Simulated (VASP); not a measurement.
**GaN: relaxation of cell and atoms with PBEsol**

GaN:

```
Ga N
1.0
     3.18000    0.00000    0.00000
    -1.59000    2.75396    0.00000
     0.00000    0.00000    5.16600
Ga N
2 2
Direct
  0.33333 0.66667 0.00000
  0.66667 0.33333 0.50000
  0.33333 0.66667 0.37500
  0.66667 0.33333 0.87500
```

```
Program                : VASP 6.6.1
Task                   : relaxation of cell and atoms
Functional             : PBEsol
Potentials or basis    : VASP PAW PBE potentials, release 64 (Ga_d, N)
Cutoff                 : 520 eV
k mesh                 : 12 × 12 × 6
Occupations            : gaussian, width 0.02 eV
Spin                   : no spin polarisation
Further INCAR settings : ALGO = Normal; EDIFF = 1e-07; IBRION = 2; EDIFFG = -0.002; NSW = 80; ISIF = 3
```

The relaxed volume is 11.36 Å³/atom. The relaxed cell is a = 3.181 Å, b = 3.181 Å, c = 5.184 Å, α = 90.00°, β = 90.00°, γ = 120.00° and the space group after relaxing (to 0.05 Å) is P6_3mc (No. 186). The energy gained by relaxing is 0.5 meV/atom and the ionic steps are 8. The pressure after relaxing is 0.0 GPa and the band gap on the k mesh is 1.90 eV, direct.

The path:
```tsv
step	energy change (eV)	largest force (eV/Å)	pressure (GPa)	volume (Å³)
1	0.0000	0.1310	0.81	45.24
2	-0.0006	0.0870	-0.70	45.62
3	-0.0021	0.0093	-0.04	45.44
4	-0.0021	0.0118	0.01	45.44
5	-0.0021	0.0067	-0.01	45.44
6	-0.0022	0.0028	0.00	45.43
7	-0.0022	0.0025	0.01	45.43
8	-0.0022	0.0003	0.00	45.43
```

Final structure:
```yaml
crystal:
  lattice:
    - [3.18123, 0.00000, 0.00000]
    - [-1.59061, 2.75503, 0.00000]
    - [0.00000, 0.00000, 5.18390]
  atoms:
    - { symbol: Ga, position: [0.33333, 0.66667, 0.99920] }
    - { symbol: Ga, position: [0.66667, 0.33333, 0.49920] }
    - { symbol: N, position: [0.33333, 0.66667, 0.37580] }
    - { symbol: N, position: [0.66667, 0.33333, 0.87580] }
```

Levels at points of the mesh, in eV from the valence-band top:
```tsv
k point	band 14	band 15	band 16	band 17	band 18	band 19	band 20	band 21	band 22
(0.00, 0.00, 0.00)	-1.05	-1.05	-0.04	0.00	0.00	1.90	4.22	9.12	9.83
(0.50, 0.00, 0.00)	-5.35	-4.28	-2.79	-2.26	-1.02	4.95	5.52	5.95	8.58
(0.00, 0.00, 0.50)	-3.89	-0.54	-0.54	-0.54	-0.54	4.23	4.23	8.39	8.39
(0.50, 0.00, 0.50)	-6.69	-1.98	-1.98	-1.93	-1.93	4.31	4.31	7.71	7.71
```

It took 2.2 min on 1 thread of Intel(R) Xeon(R) Platinum 8488C (Sapphire Rapids) (shared host), peak memory 0.21 GiB.

Caveat: the PAW data sets were made with another functional, which shifts forces and pressure a little. PBEsol gaps usually lie below the measured ones, often by a third to a half.
